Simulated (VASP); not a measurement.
Input of a VASP 6.6.1 run:

The input INCAR:

```
PREC     = Accurate       # precision mode
ENCUT    = 520            # plane-wave cutoff, eV
EDIFF    = 1E-6           # SCF threshold, eV
ISMEAR   = 1              # smearing method
SIGMA    = 0.1            # smearing width, eV
LREAL    = F              # projectors in reciprocal space
LASPH    = T              # aspherical terms in the spheres
NELM     = 150            # most SCF steps
ALGO     = Normal         # electronic algorithm
ISIF     = 2              # what is computed and relaxed
LWAVE    = F              # write WAVECAR
LCHARG   = F              # write CHGCAR
LMAXMIX  = 4              # l up to which the mixer works
LDAU     = T              # DFT+U
LDAUTYPE = 2            
LDAUL    = 2 -1           # shell
LDAUU    = 6 0            # U, eV
LDAUJ    = 0 0          
LDAUPRINT= 1            
GGA      = PS             # functional
IVDW     = 13             # dispersion correction
NBANDS   = 14             # bands
```

KPOINTS

```
Automatic mesh
0
Gamma
  12 12 12
```

POSCAR

```
TiH2
1.0
   -1.5965000000      1.5965000000      2.1335000000
    1.5965000000     -1.5965000000      2.1335000000
    1.5965000000      1.5965000000     -2.1335000000
Ti H
1 2
Direct
    0.0000000000      0.0000000000      0.0000000000
    0.2500000000      0.7500000000      0.5000000000
    0.7500000000      0.2500000000      0.5000000000
```

Potentials or basis: VASP PAW PBE potentials, release 64 (Ti_sv, H).

Launch:

```console
$ cat potpaw_PBE.64/Ti_sv/POTCAR potpaw_PBE.64/H/POTCAR > POTCAR
$ mpirun -np 1 vasp_std > vasp.out
```

Task: Estimate the dispersion energy per atom.

Result: -0.097 eV.

Task: Predict the pressure.

Result: 3.7 GPa.

Task: Estimate the band gap on the k mesh.

Result: None (metal or under the smearing width).

Eigenvalues of the final occupation matrices:
| site | spin | trace | eigenvalues |
| --- | --- | --- | --- |
| site 1 d | 1 | 0.91 | 0.12 0.15 0.18 0.18 0.28 |
| site 1 d | 2 | 0.91 | 0.12 0.15 0.18 0.18 0.28 |

Caveat: the PAW data sets were made with another functional, which shifts forces and pressure a little; U without spin polarisation on a metal has little footing; pairwise dispersion overbinds metals, which lowers pressure and volume; the U is typed as a test and isn't derived for this compound.
